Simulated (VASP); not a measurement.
Runs of VASP 6.6.1 on Si. It takes space group P6/mmm (No. 191, hexagonal). Conventional cell: a = 2.621 Å, b = 2.621 Å, c = 2.466 Å, α = 90.00°, β = 90.00°, γ = 120.00°. Si (site symmetry 6/mmm) has 8 Si at 2.47 to 2.62 Å as nearest neighbours. This isn't the form of Si at room conditions, which is diamond.

| task | level | cell | cutoff (eV) | smearing | gap on the mesh (eV) | pressure (GPa) | relaxed volume (Å³/atom) |
| --- | --- | --- | --- | --- | --- | --- | --- |
| relaxation of cell and atoms | optB86b-vdW | relaxed | 600 | fermi-dirac 0.05 eV | none | 0.0 | (a) |
| relaxation of cell and atoms | optPBE-vdW | relaxed | 600 | fermi-dirac 0.05 eV | none | 0.0 | (b) |
| single point | PBE | as given | 520 | gaussian 0.013 eV | none | 3.0 | - |
| relaxation of cell and atoms | BEEF-vdW | relaxed | 600 | fermi-dirac 0.05 eV | none | 0.0 | 14.83 |
| relaxation of cell and atoms | vdW-DF | relaxed | 600 | fermi-dirac 0.05 eV | none | 0.0 | 15.87 |
| relaxation of cell and atoms | vdW-DF2 | relaxed | 600 | fermi-dirac 0.05 eV | none | 0.0 | 16.80 |
| relaxation of cell and atoms | optB88-vdW | relaxed | 600 | fermi-dirac 0.05 eV | none | 0.0 | 15.51 |
| relaxation of cell and atoms | rev-vdW-DF2 | relaxed | 600 | fermi-dirac 0.05 eV | none | 0.0 | 15.14 |

Alike in all rows: potentials or basis VASP PAW PBE potentials, release 64 (Si); no spin polarisation; k mesh 12 × 12 × 11.

Q: Estimate the missing entries.

A: (a) 15.12; (b) 15.49.

Caveats: the PAW data sets were made with another functional, which shifts forces and pressure a little (some runs).

A gap of «none» marks a metal or a gap under the smearing width.
